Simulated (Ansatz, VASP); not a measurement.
## Y in VASP and in Ansatz

File POSCAR:

```
Y
1.0
    0.0000000000      2.5538707878      2.5538707878
    2.5538707878      0.0000000000      2.5538707878
    2.5538707878      2.5538707878      0.0000000000
Y
1
Direct
    0.0000000000      0.0000000000      0.0000000000
```

File INCAR.step1:

```
SYSTEM = Y
  PREC = Accurate
  ENCUT = 520
  ISMEAR = -1
  SIGMA = 0.1
  LREAL = .False.
  LASPH = .True.
  NELM = 60
  NBANDS = 12
  GGA = PE
  ALGO = Normal
  EDIFF = 1E-4
  LWAVE = .True.
  LCHARG = .False.
```

File INCAR.step2:

```
SYSTEM = Y
  PREC = Accurate
  ENCUT = 520
  EDIFF = 1E-6
  ISMEAR = -1
  SIGMA = 0.1
  LREAL = .False.
  LASPH = .True.
  NELM = 60
  ALGO = Normal
  ISIF = 2
  LWAVE = .False.
  LCHARG = .False.
  METAGGA = R2SCAN
  LMIXTAU = .True.
  NBANDS = 12
  ISTART = 1
```

File KPOINTS:

```
Automatic mesh
0
Gamma
  12 12 12
  0 0 0
```

Input for Ansatz:

```yaml
crystal:
  lattice:
    - [0.0, 2.5538707878, 2.5538707878]
    - [2.5538707878, 0.0, 2.5538707878]
    - [2.5538707878, 2.5538707878, 0.0]
  atoms:
    - { symbol: "Y", position: [0.0, 0.0, 0.0] }
hamiltonian:
  xc: r2scan
  pseudopotentials:
    kind: paw
    azcp:
      "Y": "pseudopotentials/Y.paw.azcp"
basis:
  ecutwfc: 500
  fft_grid_basis: typed
kpoints:
  mp_grid: { grid: [12, 12, 12], shift: [0, 0, 0] }
magnetization:
  spin_polarized: false
scf:
  occupations: { method: fermi_dirac, width: 0.1 }
  lower_state_search: "off"
output:
  stress: true
```

Alike in both runs: task single point; functional r2SCAN; k mesh 12 × 12 × 12; occupations fermi-dirac, width 0.1 eV; no spin polarisation.

```csv
,VASP,Ansatz
version,VASP 6.6.1,Ansatz 0.2.0
potentials or method,"VASP PAW PBE potentials, release 64 (Y_sv)","plane waves (500 eV) with PAW, scalar-relativistic"
plane-wave cutoff (eV),520,500
valence electrons in the cell,11,11
```

```csv
,VASP,Ansatz,Ansatz less VASP
pressure (GPa),0.2,0.1,-0.11
```

Caveats: the PAW data sets were made with another functional, which shifts forces and pressure a little (VASP).
